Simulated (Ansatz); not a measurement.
# Ru (P6_3/mmc) in Ansatz: notebook, part 2 of 2

Ansatz 0.2.0. The steps go on from the part before.

**5. Single point, PBE+D3(BJ), spin-orbit coupling, no magnetisation, 12.76 Å³/atom (volume scaled by 0.94)**

File input.yaml:

```yaml
crystal:
  lattice:
    - [2.650564093, 0.0, 0.0]
    - [-1.3252820465, 2.2954558389, 0.0]
    - [0.0, 0.0, 4.1944897589]
  atoms:
    - { symbol: Ru, position: [0.6666666667, 0.3333333333, 0.75] }
    - { symbol: Ru, position: [0.3333333333, 0.6666666667, 0.25] }
kpoints:
  mp_grid: { grid: [8, 8, 5] }
scf:
  occupations: { method: fermi_dirac, width: 0.02 }
hamiltonian:
  xc: pbe
  dispersion: d3bj
  pseudopotentials: { kind: all_electron, lapw: { basis_error: 0.001 } }
magnetization:
  noncollinear: true
  spin_orbit: true
output:
  forces: true
  stress: true
  eigenvalues: true
```

Potentials or basis: all-electron LAPW, relativistic spinors.

Started as:

```console
> ansatz run input.yaml --threads 1 --pin off --max-ram 3072MiB --backend cpu --events-out ev --progress --plain --runs-dir out
```

Wall time 2.4 min (1 thread of Intel Xeon at 2.50GHz (Skylake/Cascade Lake), shared host); peak memory 0.63 GiB.

It converged, with:

```yaml
Free_energy: -246634.6512 eV
Pressure: 19.3 GPa
Band_gap_on_the_k_mesh: none (metal or under the smearing width)
```

Caveat: the k mesh is thin for a metal, which can move the energy by tens of meV per atom; pairwise dispersion overbinds metals, which lowers pressure and volume.

**6. Single point, PBE+D3(BJ), spin-orbit coupling, no magnetisation, 13.03 Å³/atom (volume scaled by 0.96)**

input.yaml, as its differences from that of step 5:

```diff
@@ -2,5 +2,5 @@
   lattice:
-    - [2.650564093, 0.0, 0.0]
-    - [-1.3252820465, 2.2954558389, 0.0]
-    - [0.0, 0.0, 4.1944897589]
+    - [2.6692306523, 0.0, 0.0]
+    - [-1.3346153261, 2.3116215535, 0.0]
+    - [0.0, 0.0, 4.2240293924]
   atoms:
```

Potentials or basis: all-electron LAPW, relativistic spinors.

Started as:

```console
> ansatz run input.yaml --threads 1 --pin off --max-ram 3072MiB --backend cpu --events-out ev --progress --plain --runs-dir out
```

It took 2.5 min on 1 thread of Intel Xeon at 2.50GHz (Skylake/Cascade Lake), shared host; peak memory 0.63 GiB.

The run converged. Its results:

```yaml
Free_energy: -246634.7018 eV
Pressure: 10.8 GPa
Band_gap_on_the_k_mesh: none (metal or under the smearing width)
```

Caveat: the k mesh is thin for a metal, which can move the energy by tens of meV per atom; pairwise dispersion overbinds metals, which lowers pressure and volume.

**7. Single point, PBE+D3(BJ), spin-orbit coupling, no magnetisation, 13.30 Å³/atom (volume scaled by 0.98)**

input.yaml, as its differences from that of step 6:

```diff
@@ -2,5 +2,5 @@
   lattice:
-    - [2.6692306523, 0.0, 0.0]
-    - [-1.3346153261, 2.3116215535, 0.0]
-    - [0.0, 0.0, 4.2240293924]
+    - [2.6876397213, 0.0, 0.0]
+    - [-1.3438198606, 2.3275642749, 0.0]
+    - [0.0, 0.0, 4.2531615502]
   atoms:
```

Started as:

```console
> ansatz run input.yaml --threads 1 --pin off --max-ram 3072MiB --backend cpu --events-out ev --progress --plain --runs-dir out
```

It took 2.6 min on 1 thread of Intel Xeon at 2.50GHz (Skylake/Cascade Lake), shared host; peak memory 0.63 GiB.

The run converged. Its results:

```
Free energy            : -246634.7253 eV
Pressure               : 3.2 GPa
Band gap on the k mesh : none (metal or under the smearing width)
```

Caveat: the k mesh is thin for a metal, which can move the energy by tens of meV per atom; pairwise dispersion overbinds metals, which lowers pressure and volume.

**8. Single point, PBE+D3(BJ), spin-orbit coupling, no magnetisation, 13.57 Å³/atom**

input.yaml, as its differences from that of step 7:

```diff
@@ -2,5 +2,5 @@
   lattice:
-    - [2.6876397213, 0.0, 0.0]
-    - [-1.3438198606, 2.3275642749, 0.0]
-    - [0.0, 0.0, 4.2531615502]
+    - [2.7058, 0.0, 0.0]
+    - [-1.3529, 2.3432915376, 0.0]
+    - [0.0, 0.0, 4.2819]
   atoms:
```

Started as:

```console
> ansatz run input.yaml --threads 1 --pin off --max-ram 3072MiB --backend cpu --events-out ev --progress --plain --runs-dir out
```

Run time: 2 min. Hardware: 1 thread of Intel Xeon at 2.50GHz (Skylake/Cascade Lake), shared host; peak memory 0.59 GiB.

It converged, with:

```yaml
Free_energy: -246634.7245 eV
Pressure: -3.5 GPa
Band_gap_on_the_k_mesh: none (metal or under the smearing width)
```

Caveat: the k mesh is thin for a metal, which can move the energy by tens of meV per atom; pairwise dispersion overbinds metals, which lowers pressure and volume.

**9. Single point, PBE+D3(BJ), spin-orbit coupling, no magnetisation, 13.85 Å³/atom (volume scaled by 1.02)**

input.yaml, as its differences from that of step 8:

```diff
@@ -2,5 +2,5 @@
   lattice:
-    - [2.7058, 0.0, 0.0]
-    - [-1.3529, 2.3432915376, 0.0]
-    - [0.0, 0.0, 4.2819]
+    - [2.7237197275, 0.0, 0.0]
+    - [-1.3618598638, 2.3588104769, 0.0]
+    - [0.0, 0.0, 4.3102577801]
   atoms:
```

Potentials or basis: all-electron LAPW, relativistic spinors.

Started as:

```console
> ansatz run input.yaml --threads 1 --pin off --max-ram 3072MiB --backend cpu --events-out ev --progress --plain --runs-dir out
```

It took 2 min on 1 thread of Intel Xeon at 2.50GHz (Skylake/Cascade Lake), shared host; peak memory 0.58 GiB.

The run converged. Its results:

* Free energy: -246634.7022 eV
* Pressure: -9.5 GPa
* Band gap on the k mesh: none (metal or under the smearing width)

Caveat: the k mesh is thin for a metal, which can move the energy by tens of meV per atom; pairwise dispersion overbinds metals, which lowers pressure and volume.

**10. Single point, PBE+D3(BJ), spin-orbit coupling, no magnetisation, 14.12 Å³/atom (volume scaled by 1.04)**

input.yaml, as its differences from that of step 9:

```diff
@@ -2,5 +2,5 @@
   lattice:
-    - [2.7237197275, 0.0, 0.0]
-    - [-1.3618598638, 2.3588104769, 0.0]
-    - [0.0, 0.0, 4.3102577801]
+    - [2.7414067149, 0.0, 0.0]
+    - [-1.3707033574, 2.3741278572, 0.0]
+    - [0.0, 0.0, 4.3382472512]
   atoms:
```

Started as:

```console
> ansatz run input.yaml --threads 1 --pin off --max-ram 3072MiB --backend cpu --events-out ev --progress --plain --runs-dir out
```

Wall time 2 min (1 thread of Intel Xeon at 2.50GHz (Skylake/Cascade Lake), shared host); peak memory 0.59 GiB.

It converged, with:

* Free energy: -246634.6607 eV
* Pressure: -14.8 GPa
* Band gap on the k mesh: none (metal or under the smearing width)

Caveat: the k mesh is thin for a metal, which can move the energy by tens of meV per atom; pairwise dispersion overbinds metals, which lowers pressure and volume.

**11. Single point, PBE+D3(BJ), spin-orbit coupling, no magnetisation, 14.39 Å³/atom (volume scaled by 1.06)**

input.yaml, as its differences from that of step 10:

```diff
@@ -2,5 +2,5 @@
   lattice:
-    - [2.7414067149, 0.0, 0.0]
-    - [-1.3707033574, 2.3741278572, 0.0]
-    - [0.0, 0.0, 4.3382472512]
+    - [2.7588683749, 0.0, 0.0]
+    - [-1.3794341875, 2.3892500984, 0.0]
+    - [0.0, 0.0, 4.3658801443]
   atoms:
```

Started as:

```console
> ansatz run input.yaml --threads 1 --pin off --max-ram 3072MiB --backend cpu --events-out ev --progress --plain --runs-dir out
```

Wall time 1.8 min (1 thread of Intel Xeon at 2.50GHz (Skylake/Cascade Lake), shared host); peak memory 0.59 GiB.

It converged, with:

```yaml
Free_energy: -246634.6023 eV
Pressure: -19.5 GPa
Band_gap_on_the_k_mesh: none (metal or under the smearing width)
```

Caveat: the k mesh is thin for a metal, which can move the energy by tens of meV per atom; pairwise dispersion overbinds metals, which lowers pressure and volume.

**12. Equation of state, PBE+D3(BJ), spin-orbit coupling, no magnetisation**

Potentials or basis: all-electron LAPW, relativistic spinors.

No new run: the results of the series are fitted here.

Results:

```yaml
Equilibrium_volume: 13.43 Å³/atom
Bulk_modulus_at_fixed_shape_and_positions: 334 GPa
Pressure_derivative_of_the_bulk_modulus: 4.8
```

Energy against volume, from the lowest point:
| volume (Å³/atom) | energy (meV/atom) |
| --- | --- |
| 12.760 | 37.03 |
| 13.032 | 11.72 |
| 13.303 | 0.00 |
| 13.575 | 0.39 |
| 13.846 | 11.55 |
| 14.118 | 32.27 |
| 14.389 | 61.48 |

Caveat: the cell was scaled at fixed shape and fractional positions, which overstates the stiffness of a crystal with free parameters, most of all of layers and chains.

**13. The runs side by side**

| task | level | potentials or basis | spin | k mesh | cutoff (eV) | smearing | pressure (GPa) |
| --- | --- | --- | --- | --- | --- | --- | --- |
| band structure | BLYP | all-electron LAPW, scalar-relativistic | off | 11 × 11 × 6 | 280 | fermi-dirac 0.05 eV | 18.9 |
| band structure | LDA | all-electron LAPW, relativistic spinors | SOC, no magnetisation | 8 × 8 × 5 | 280 | fermi-dirac 0.05 eV | -12.5 |
| band structure | LDA | all-electron LAPW, scalar-relativistic | off | 11 × 11 × 6 | 280 | fermi-dirac 0.05 eV | -12.1 |
| equation of state | PBE+D3(BJ) | all-electron LAPW, relativistic spinors | SOC, no magnetisation | 8 × 8 × 5 | - | fermi-dirac 0.02 eV | - |

Alike in all rows: cell as given; basis error allowed 0.001 eV/atom.

Caveats: so large a pressure means that the cell lies far from this level's equilibrium, or that cutoff or potentials fall short (some runs); the k mesh is thin for a metal, which can move the energy by tens of meV per atom (some runs); the cell was scaled at fixed shape and fractional positions, which overstates the stiffness of a crystal with free parameters, most of all of layers and chains (some runs).

Compare energies only between runs with the same functional and basis.
